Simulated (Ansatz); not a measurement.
# BaTiO3 (Barioperovskite) (Amm2) in Ansatz: further runs

The runs below take BaTiO3 (Barioperovskite) through band structure, with RPBE, r2SCAN+U.

Everything below comes from runs of Ansatz 0.2.0. Logs are shortened: lines on timing, memory, paths and dates and some standing lists are left out, and cuts for length are marked.

**1. Starting point**

The structure is orthorhombic, space group Amm2 (No. 38). The conventional cell has a = 3.986 Å, b = 5.674 Å, c = 5.690 Å, α = 90.00°, β = 90.00°, γ = 90.00°. Ba (site symmetry mm2) has 12 O at 2.77 to 2.92 Å as nearest neighbours. Ti (site symmetry mm2) has 6 O at 1.93 to 2.09 Å as nearest neighbours. Around O (site symmetry m) lie 2 Ti at 1.93 to 2.09 Å. Around O (site symmetry mm2) lie 2 Ti at 2.00 Å.

**2. Band structure, RPBE**

File input.yaml:

```yaml
crystal:
  lattice:
    - [3.9855, 0.0, 0.0]
    - [0.0, 2.8369, 2.84515]
    - [0.0, -2.8369, 2.84515]
  atoms:
    - { symbol: Ba, position: [0.0, 0.0, 0.0] }
    - { symbol: Ti, position: [0.5, 0.5124, 0.5124] }
    - { symbol: O, position: [0.5, 0.99184, 0.50524] }
    - { symbol: O, position: [0.5, 0.50524, 0.99184] }
    - { symbol: O, position: [0.0, 0.4874, 0.4874] }
hamiltonian:
  xc: rpbe
  pseudopotentials: { kind: paw }
kpoints:
  mp_grid: { grid: [7, 7, 7] }
  band_path:
    path:
      - [[0.0, 0.0, 0.0], [0.0, 0.4985522663, -0.4985522663], [0.0, 0.0, -0.5], [-0.5, 0.0, -0.5], [-0.5, 0.4985522663, -0.4985522663], [-0.5, 0.0, 0.0], [0.0, 0.0, 0.0], [0.0, -0.5, -0.5], [0.0, -0.4985522663, -0.5014477337], [-0.5, -0.4985522663, -0.5014477337], [-0.5, -0.5, -0.5], [0.0, -0.5, -0.5]]
      - [[-0.5, 0.0, 0.0], [-0.5, -0.5, -0.5]]
    npoints: 14
scf:
  occupations: { method: fermi_dirac, width: 0.05 }
  n_extra_bands: 12
output:
  forces: true
  stress: true
  eigenvalues: true
  fatbands: false
```

Potentials or basis: Ansatz PAW.

Command:

```
$ ansatz run input.yaml --threads 2 --pin off --max-ram 5632MiB --backend cpu --events-out ev --progress --plain --runs-dir out
```

The program printed:

```text
Warning: RAYON_NUM_THREADS=2 ignored (pool sized by the plan → 2); use --threads N
scf.n_extra_bands = 12 over 20 filled bands (N_el = 40.0): the run solves 32 bands
Engine: ansatz 0.2.0, aarch64-unknown-linux-gnu
Pseudopotentials: kind: paw
Pseudopotential: Ba, paw, valence charge 10, recommended cutoff 420 eV (normal), Ba.paw.azcp
Pseudopotential: Ti, paw, valence charge 12, recommended cutoff 420 eV (normal), Ti.paw.azcp
Pseudopotential: O, paw, valence charge 6, recommended cutoff 420 eV (normal), O.paw.azcp
Functional definition: RPBE
  parameter kappa = 0.804
  parameter beta = 0.06672455060314922
  exchange = rpbe_x(kappa = kappa, mu = beta*pi^2/3)
  correlation = pbe_c(beta = beta)
Crystal: 5 atoms, lattice volume = 64.337 Å³
Basis set: ecut = 420 eV, 1249 PW (Γ), exchange–correlation on 54×54×54 points (8 copies of the dense FFT grid, shifted against one another)
Bands: 32, of which v1, the nominal top of the filled ones, is band 20 counted from 1 (19 counted from 0)
Symmetry: 4 space group operations
Space group: Amm2 (ITA 38), of the structure as read, at distance tolerance 4.0e-5 Å
k-points: 64 of 343 (time reversal used)
Non-local potential: Ba, projectors of the file, l = 0: 3, l = 1: 2, l = 2: 2, l = 3: 2
Non-local potential: Ti, projectors of the file, l = 0: 3, l = 1: 2, l = 2: 3, l = 3: 1
Non-local potential: O, projectors of the file, l = 0: 2, l = 1: 2, l = 2: 1
PAW form: soft (Blöchl's): semilocal exchange-correlation on the pseudo side does not see the compensation charge
PAW frozen core: Ba, regenerated for the run's functional, and the local potential with it (the file was generated under x = pbe(κ = 0.804, μ = 0.2195149727645171), c = pbe(β = 0.06672455060314922))
PAW frozen core: Ti, regenerated for the run's functional, and the local potential with it (the file was generated under x = pbe(κ = 0.804, μ = 0.2195149727645171), c = pbe(β = 0.06672455060314922))
PAW frozen core: O, regenerated for the run's functional, and the local potential with it (the file was generated under x = pbe(κ = 0.804, μ = 0.2195149727645171), c = pbe(β = 0.06672455060314922))
PAW one-centre angular grid: Ba, 194 points (default); XC on 64 Gauss nodes
PAW one-centre angular grid: Ti, 590 points (default); XC on 64 Gauss nodes
PAW one-centre angular grid: O, 110 points (default); XC on 64 Gauss nodes
Initial density: superposition of atomic densities (neutral atoms: chi_scale 0, normalization atom), corrected by the library's trained network
Initial wavefunctions: pseudopotential atomic-orbital guess
Functional: x = rpbe, c = pbe(β = 0.06672455060314922)
SCF iter   1: F=—  HF=-10178.480084 eV  |F-HF|=—  |Δ(HF+E_count)|=         —  Δρ=4.01e-3  dr2=8.30e-3  ethr=1.77e-3  ⟨swp⟩=6.7  Hψ=10805  notcnv=0  defer=63
preconditioner: auto → Resta (q_TF=auto, 2.521 Å⁻¹)  ε∞=4.2  [insulator: Δε(μ)=2.041 eV  Ē_g=14.723 eV  σ=0.050 eV  W_gap=1.00  n_scr=18 (ndim 8)  ℏωp=26.2 eV  f_vac=0.000  D(μ)=0.00/eV (n_scr^D=0)  ε∞_Penn≈4.2]
SCF iter   2: F=—  HF=-10178.480050 eV  |F-HF|=—  |Δ(HF+E_count)|=   3.36e-5  Δρ=1.78e-3  dr2=1.29e-3  ethr=2.07e-5  ⟨swp⟩=1.2  Hψ=2573  notcnv=0  defer=195
SCF iter   3: F=—  HF=-10178.480333 eV  |F-HF|=—  |Δ(HF+E_count)|=   2.83e-4  Δρ=6.07e-4  dr2=2.23e-4  ethr=3.22e-6  ⟨swp⟩=1.6  Hψ=1678  notcnv=0  defer=195
SCF iter   4: F=—  HF=-10178.480366 eV  |F-HF|=—  |Δ(HF+E_count)|=   3.23e-5  Δρ=9.86e-5  dr2=5.62e-6  ethr=5.58e-7  ⟨swp⟩=2.3  Hψ=2548  notcnv=0  defer=195
SCF iter   5: F=—  HF=-10178.479711 eV  |F-HF|=—  |Δ(HF+E_count)|=   6.54e-4  Δρ=3.92e-5  dr2=7.68e-7  ethr=1.40e-8  ⟨swp⟩=2.2  Hψ=2969  notcnv=0  defer=195
SCF iter   6: F=-10178.479712 eV  HF=-10178.479712 eV  |F-HF|=1.54e-8  |Δ(HF+E_count)|=   3.61e-7  Δρ=9.55e-6  dr2=8.38e-8  ethr=2.50e-10  ⟨swp⟩=10.5  Hψ=12735  notcnv=0
SCF 1 converged in 6 iterations: F = -10178.479712 eV  dr2 = 8.38e-8
NSCF: frozen V_eff on 170 k-points
SCF converged after 6 iterations
Free energy (F): -10178.479712 eV
Harris-Foulkes:  -10178.479712 eV  (|F-HF|=1.54e-8)
Internal energy: -10178.479712 eV  (E = F + TS)
E sigma→0 (E₀):  -10178.479712 eV
Fermi energy:    11.402079 eV
--- Per-component energies (eV) ---
  E_band       = -137.677600
  E_kinetic    = 972.210071
  E_local      = -2102.336887  (includes V_loc(G=0)·N_el)
  E_nonlocal   = 199.344659
  E_hartree    = 823.209415
  E_xc         = -493.480523
  E_vxc        = -547.135673  (∫ρ·V_xc dr)
  E_paw        = -6762.011949  (= ΣΔE_a)
  E_vpaw       = -306.174246  (= ΣTr[D̂ρ^β])
  E_aug_tail   = 0.007350  (compensation charges beyond the density's cutoff)
  E_ewald      = -2815.256928
  E_core_change = -0.164921  (= ΣΔE_core)
  E_smearing   = -0.000000  (= −TS)
  E_closure    = 0.000000  (closes the sum)
  Σ components = -10178.479712   (vs F -10178.479712, Δ=0.00e0)
--- Forces (eV/Å), atoms counted from 1 ---
  atom   1  Ba    -0.00000000     0.00000000     0.15034451
  atom   2  Ti    -0.00000000     0.00000000     0.17574559
  atom   3  O     -0.00000000     0.01621002    -0.26340397
  atom   4  O     -0.00000000    -0.01621002    -0.26340397
  atom   5  O     -0.00000000     0.00000000     0.20071328
  max |Σ_I F_I| component: 4.56e-6 eV/Å
--- Stress (GPa, compression-positive) ---
        6.736530      -0.000000       0.000000
       -0.000000       6.856594      -0.000000
        0.000000      -0.000000       6.213038
  P = ⅓ Tr σ = 6.6021 GPa (66.021 kbar)
--- Band table (eV; the first three rows and the last of 64) ---
  k-point 0: bands = ["-46.2351", "-22.3992", "-22.3979", "-22.3827", "-14.3048", "-6.5226", "-5.8749", "-5.8593", "0.4927", "0.4983", "0.5141", "8.1463", "8.1499", "8.1501", "9.1923", "9.2461", "9.3001", "10.0861", "10.1853", "10.2286", "12.3485", "12.4094", "12.5631", "14.4671", "14.5079", "15.6262", "15.7199", "17.9545", "19.0331", "19.0608", "19.0652", "21.5215"]
  k-point 1: bands = ["-46.2349", "-22.4080", "-22.3981", "-22.3824", "-14.2835", "-6.5346", "-5.8712", "-5.8401", "0.5234", "0.5436", "0.5746", "7.8214", "8.0947", "8.0953", "8.9554", "9.0501", "9.1944", "9.7498", "9.9825", "10.1024", "12.4498", "12.7461", "12.8228", "14.4967", "14.9942", "15.9733", "16.0838", "18.4311", "19.0024", "19.2405", "19.2756", "21.5174"]
  k-point 2: bands = ["-46.2346", "-22.4288", "-22.3973", "-22.3815", "-14.2348", "-6.6220", "-5.8481", "-5.7387", "0.5901", "0.6117", "0.7477", "7.1086", "7.9193", "7.9211", "8.6070", "8.7503", "8.9271", "9.0536", "9.7843", "9.8751", "12.5160", "13.4216", "13.4689", "14.4966", "15.8425", "16.7894", "16.9944", "18.8659", "19.6034", "19.7494", "19.7675", "21.4111"]
  k-point 63: bands = ["-46.2327", "-22.4406", "-22.4393", "-22.4284", "-14.0564", "-5.7361", "-5.6815", "-5.6401", "-0.1436", "-0.1002", "-0.0135", "6.1345", "6.7112", "6.7453", "7.8693", "8.0514", "8.0592", "10.2249", "10.2651", "10.3206", "14.5221", "14.5679", "14.5779", "17.2587", "17.4161", "17.5822", "18.0741", "18.1841", "20.3033", "20.3819", "21.1442", "21.4144"]
```

It took 18 s on 2 threads of Arm Neoverse V1, shared host; peak memory 0.43 GiB.

Results:

```
Free energy             : -10178.4797 eV
Pressure                : 6.6 GPa
Largest force           : 0.264 eV/Å
Band gap on the k mesh  : 2.02 eV, indirect (least direct gap 2.12 eV)
Band gap along the path : 1.95 eV, indirect (least direct gap 2.12 eV)
```

Forces on the atoms (eV/Å):
```
Ba   0.000  0.000  0.150
Ti   0.000  0.000  0.176
O    0.000  0.016 -0.263
O    0.000 -0.016 -0.263
O    0.000  0.000  0.201
```

Levels at the corners of the path, in eV from the valence-band top:
```
point  band 17  band 18  band 19  band 20  band 21  band 22  band 23  band 24
    Γ    -1.10    -0.31    -0.21    -0.17     1.95     2.01     2.16     4.07
    X    -1.62    -0.87    -0.83    -0.10     3.61     3.66     4.02     4.93
    S    -1.81    -1.63    -0.77    -0.70     2.16     3.59     3.62     4.09
    R    -1.68    -0.86    -0.85    -0.05     3.62     3.63     4.02     4.81
    A    -2.33    -0.05    -0.01     0.00     4.21     4.26     4.27     6.75
    Z    -1.77    -1.68    -0.78    -0.73     2.12     3.57     3.65     4.05
    Γ    -1.10    -0.31    -0.21    -0.17     1.95     2.01     2.16     4.07
    Y    -1.62    -0.87    -0.83    -0.10     3.61     3.66     4.02     4.93
   X1    -1.62    -0.87    -0.83    -0.10     3.61     3.66     4.02     4.93
   A1    -2.33    -0.05    -0.01     0.00     4.21     4.26     4.27     6.75
    T    -2.33    -0.05    -0.01     0.00     4.21     4.26     4.27     6.75
    Y    -1.62    -0.87    -0.83    -0.10     3.61     3.66     4.02     4.93
    Z    -1.77    -1.68    -0.78    -0.73     2.12     3.57     3.65     4.05
    T    -2.33    -0.05    -0.01     0.00     4.21     4.26     4.27     6.75
```

Caveat: the k mesh misses the band edges, so the gap on the mesh is wider than the one along the path; the pressure holds a Pulay correction of +0.5 GPa for the finite cutoff; spin-orbit coupling is left out, which moves the levels of the heavy elements; the PAW data sets come from PBE, with cores solved anew for the run's functional, which leaves a small shift of forces and pressure. Expect the measured gap to be larger: semilocal functionals such as RPBE lack the derivative discontinuity.

**3. Band structure, r2SCAN+U**

input.yaml: that of step 2 with these lines changed.

```diff
@@ -12,4 +12,5 @@
 hamiltonian:
-  xc: rpbe
+  xc: r2scan
   pseudopotentials: { kind: paw }
+  hubbard: { sites: [{ species: Ti, l: d, u_eff: 5.0 }] }
 kpoints:
```

Potentials or basis: Ansatz PAW.

Command:

```
$ ansatz run input.yaml --threads 2 --pin off --max-ram 5632MiB --backend cpu --events-out ev --progress --plain --runs-dir out
```

The program printed:

```text
Warning: RAYON_NUM_THREADS=2 ignored (pool sized by the plan → 2); use --threads N
Ba: projections on atomic orbitals take those of the free atom [Kr 4d10] 5s2 5p6 6s2, of charge +0.00 (hamiltonian.pseudopotentials.projection_atoms); the dataset's partial waves leave at most 9.7e-6 of an orbital's norm unspanned inside its sphere
Ti: projections on atomic orbitals take those of the free atom [Ne] 3s2 3p6 3d2 4s2, of charge +0.00 (hamiltonian.pseudopotentials.projection_atoms); the dataset's partial waves leave at most 4.1e-7 of an orbital's norm unspanned inside its sphere
O: projections on atomic orbitals take those of the free atom [He] 2s2 2p4, of charge +0.00 (hamiltonian.pseudopotentials.projection_atoms); the dataset's partial waves leave at most 1.9e-8 of an orbital's norm unspanned inside its sphere
scf.n_extra_bands = 12 over 20 filled bands (N_el = 40.0): the run solves 32 bands
[... 2 set-up lines as earlier in the session ...]
Pseudopotential: Ba, paw, valence charge 10, recommended cutoff 500 eV (meta_gga), Ba.paw.azcp
Pseudopotential: Ti, paw, valence charge 12, recommended cutoff 500 eV (meta_gga), Ti.paw.azcp
Pseudopotential: O, paw, valence charge 6, recommended cutoff 500 eV (meta_gga), O.paw.azcp
Functional definition: r2SCAN
  parameter k0 = 0.174
  parameter k1 = 0.065
  parameter a1 = 4.9479
  exchange = r2scan_x(k0 = k0, k1 = k1, a1 = a1)
  correlation = r2scan_c
Crystal: 5 atoms, lattice volume = 64.337 Å³
Basis set: ecut = 500 eV, 1639 PW (Γ), exchange–correlation on 120×120×120 points (64 copies of the dense FFT grid, shifted against one another)
Bands: 32, of which v1, the nominal top of the filled ones, is band 20 counted from 1 (19 counted from 0)
[... 2 set-up lines as earlier in the session ...]
k-points: 64 of 343 (time reversal used)
[... 4 set-up lines as earlier in the session ...]
PAW frozen core: Ba, regenerated for the run's functional (the file was generated under x = pbe(κ = 0.804, μ = 0.2195149727645171), c = pbe(β = 0.06672455060314922))
[... 18 lines left out ...]
SCF 1 converged in 9 iterations: F = -10179.617298 eV  dr2 = 1.74e-8
NSCF: frozen V_eff on 170 k-points
SCF converged after 9 iterations
Free energy (F): -10179.617298 eV
Harris-Foulkes:  -10179.617298 eV  (|F-HF|=5.15e-9)
Internal energy: -10179.617298 eV  (E = F + TS)
E sigma→0 (E₀):  -10179.617298 eV
Fermi energy:    11.634041 eV
--- Per-component energies (eV) ---
  E_band       = -178.799003
  E_kinetic    = 973.567766
  E_local      = -2093.266774  (includes V_loc(G=0)·N_el)
  E_nonlocal   = 197.562469
  E_hartree    = 813.912035
  E_xc         = -475.883257
  E_vxc        = -604.899507  (∫ρ·V_xc dr)
  E_hubbard    = 3.991729  (on-site DFT+U / exact-exchange correction)
  E_vhub       = 2.833371  (the Hubbard potential's part of the band-sum identity)
  E_paw        = -6783.968567  (= ΣΔE_a)
  E_vpaw       = -319.143121  (= ΣTr[D̂ρ^β])
  E_aug_tail   = 0.003092  (compensation charges beyond the density's cutoff)
  E_vtau       = 36.718503  (kinetic-family band-sum trace: ∫τ·v_τ [+ j·A + Jᵃ·Aᵃ] dr)
  E_ewald      = -2815.256928
  E_core_change = -0.278864  (= ΣΔE_core)
  E_smearing   = -0.000000  (= −TS)
  E_closure    = 0.000000  (closes the sum)
  Σ components = -10179.617298   (vs F -10179.617298, Δ=0.00e0)
--- Forces (eV/Å), atoms counted from 1 ---
  atom   1  Ba    -0.00000000     0.00000000     0.18322577
  atom   2  Ti    -0.00000000     0.00000000    -0.16846513
  atom   3  O     -0.00000000     0.08805977    -0.14686130
  atom   4  O     -0.00000000    -0.08805977    -0.14686130
  atom   5  O     -0.00000000     0.00000000     0.27909710
  max |Σ_I F_I| component: 1.35e-4 eV/Å
--- Stress (GPa, compression-positive) ---
        1.040246       0.000000       0.000000
        0.000000       1.121857      -0.000000
        0.000000      -0.000000       0.468612
  P = ⅓ Tr σ = 0.8769 GPa (8.769 kbar)
--- Band table (eV; the first three rows and the last of 64) ---
  k-point 0: bands = ["-50.0459", "-25.1330", "-25.1327", "-25.1158", "-15.2209", "-7.7274", "-6.9647", "-6.9499", "-0.0157", "-0.0099", "0.0072", "7.6694", "7.6749", "7.6795", "8.9103", "8.9585", "9.0004", "9.8501", "9.8926", "9.9291", "13.0762", "13.1185", "13.2290", "14.2081", "14.2534", "15.7794", "15.8813", "18.3754", "19.2423", "19.2799", "19.2821", "22.1082"]
  k-point 1: bands = ["-50.0457", "-25.1411", "-25.1325", "-25.1155", "-15.1973", "-7.7367", "-6.9697", "-6.9371", "0.0209", "0.0424", "0.0661", "7.3384", "7.6240", "7.6311", "8.7098", "8.8101", "8.9039", "9.4597", "9.7420", "9.8115", "13.1516", "13.3779", "13.4408", "14.2511", "14.7499", "16.1326", "16.2562", "18.8587", "19.2388", "19.4773", "19.5207", "22.0904"]
  k-point 2: bands = ["-50.0451", "-25.1599", "-25.1318", "-25.1148", "-15.1432", "-7.8059", "-6.9473", "-6.8862", "0.1015", "0.1239", "0.2394", "6.6271", "7.4595", "7.4706", "8.3933", "8.5870", "8.6664", "8.7744", "9.5108", "9.5642", "13.2048", "13.9346", "13.9837", "14.2689", "15.6353", "16.9654", "17.2022", "19.1421", "19.9574", "20.0642", "20.1564", "21.9599"]
  k-point 63: bands = ["-50.0437", "-25.1707", "-25.1703", "-25.1574", "-14.9447", "-6.9494", "-6.8879", "-6.8479", "-0.6156", "-0.5747", "-0.4910", "5.5379", "6.3030", "6.3410", "7.7816", "7.9554", "7.9636", "9.9806", "10.0221", "10.0773", "14.8481", "14.8970", "14.9114", "17.4041", "17.5873", "17.8389", "18.0540", "18.2075", "20.6460", "20.7245", "21.6762", "21.9583"]
Occupation matrices written to <dir>
```

occupation_matrices:

```text
# The occupation matrices of the corrected shells as a run of Ansatz 0.0.0 ended. An entry of
# hamiltonian.hubbard.sites starts from them by `starting_ns: <path of this file>`, where that key's refused
# combinations let it.
# Free energy -10179.617298 eV.
# projection_atom_Ba: [Kr 4d10] 5s2 5p6 6s2
# projection_atom_Ti: [Ne] 3s2 3p6 3d2 4s2
# projection_atom_O: [He] 2s2 2p4
format: ansatz-occupation-matrices/1
state: converged
spin: unpolarized
projectors: all-electron-ortho-atomic
projection_frame: null
lattice: # Å
  - [3.9855, 0.0, 0.0]
  - [0.0, 2.8369, 2.84515]
  - [0.0, -2.8369, 2.84515]
atoms: # fractions of the lattice vectors
  - {symbol: Ba, position: [0.0, 0.0, 0.0]}
  - {symbol: Ti, position: [0.5, 0.5124, 0.5124]}
  - {symbol: O, position: [0.5, 0.99184, 0.50524]}
  - {symbol: O, position: [0.5, 0.50524, 0.99184]}
  - {symbol: O, position: [0.0, 0.4874, 0.4874]}
sites: # a site counts the atoms from 0
  - {site: 1, l: d, shell: 3, starting_ns: [{spin: up, occupation_matrix: site1_d}]} # 2.060 electrons, filled orbitals 0
occupation_matrices: # on the real harmonics m = 0, +1, -1, ... of the Cartesian axes; of spinors up first
  site1_d:
    matrix:
      - [0.18508721458243357, 2.371692252312041e-20, -2.6020852139652106e-18, -0.05433683709936475, 2.1724701031178295e-17]
      - [2.371692252312041e-20, 0.15569329746229074, -2.4340338772299575e-17, 1.1926223897340549e-18, 4.336808689942018e-19]
      - [-2.6020852139652106e-18, -2.4340338772299575e-17, 0.28281609218511283, 8.673617379884035e-19, -4.336808689942018e-19]
      - [-0.05433683709936475, 1.1926223897340549e-18, 1.734723475976807e-18, 0.2516613795189844, -3.415236843329339e-18]
      - [2.1724701031178295e-17, 4.336808689942018e-19, -2.168404344971009e-19, -3.415236843329339e-18, 0.1547591799856082]
```

Wall time 37 s (2 threads of Arm Neoverse V1, shared host); peak memory 0.69 GiB.

Results:

| Property | Result |
| --- | --- |
| Free energy | -10179.6173 eV |
| Pressure | 0.9 GPa |
| Largest force | 0.279 eV/Å |
| Band gap on the k mesh | 2.99 eV, indirect (least direct gap 3.15 eV) |
| Band gap along the path | 2.91 eV, indirect (least direct gap 3.15 eV) |

Forces in eV/Å, atoms in the order of the input:
```
Ba   0.000  0.000  0.183
Ti   0.000  0.000 -0.168
O    0.000  0.088 -0.147
O    0.000 -0.088 -0.147
O    0.000  0.000  0.279
```

Levels at the corners of the path, in eV from the valence-band top:
| point | band 17 | band 18 | band 19 | band 20 | band 21 | band 22 | band 23 | band 24 |
| --- | --- | --- | --- | --- | --- | --- | --- | --- |
| Γ | -1.16 | -0.31 | -0.27 | -0.23 | 2.91 | 2.96 | 3.07 | 4.05 |
| X | -1.86 | -0.92 | -0.88 | -0.10 | 4.28 | 4.33 | 4.58 | 5.00 |
| S | -1.67 | -1.56 | -0.86 | -0.82 | 3.08 | 4.11 | 4.27 | 4.30 |
| R | -1.94 | -0.90 | -0.89 | -0.05 | 4.29 | 4.30 | 4.58 | 4.88 |
| A | -2.18 | -0.05 | -0.01 | 0.00 | 4.77 | 4.81 | 4.82 | 7.20 |
| Z | -1.65 | -1.60 | -0.88 | -0.86 | 3.05 | 4.06 | 4.24 | 4.32 |
| Γ | -1.16 | -0.31 | -0.27 | -0.23 | 2.91 | 2.96 | 3.07 | 4.05 |
| Y | -1.86 | -0.92 | -0.88 | -0.10 | 4.28 | 4.33 | 4.58 | 5.00 |
| X1 | -1.86 | -0.92 | -0.88 | -0.10 | 4.28 | 4.33 | 4.58 | 5.00 |
| A1 | -2.18 | -0.05 | -0.01 | 0.00 | 4.77 | 4.81 | 4.82 | 7.20 |
| T | -2.18 | -0.05 | -0.01 | 0.00 | 4.77 | 4.81 | 4.82 | 7.20 |
| Y | -1.86 | -0.92 | -0.88 | -0.10 | 4.28 | 4.33 | 4.58 | 5.00 |
| Z | -1.65 | -1.60 | -0.88 | -0.86 | 3.05 | 4.06 | 4.24 | 4.32 |
| T | -2.18 | -0.05 | -0.01 | 0.00 | 4.77 | 4.81 | 4.82 | 7.20 |

Eigenvalues of the final occupation matrices:
```tsv
site	spin	trace	eigenvalues
site 1	1	1.03	0.15 0.15 0.16 0.28 0.28
```

Caveat: the k mesh misses the band edges, so the gap on the mesh is wider than the one along the path; spin-orbit coupling is left out, which moves the levels of the heavy elements; the PAW data sets come from PBE, with cores solved anew for the run's functional, which leaves a small shift of forces and pressure.
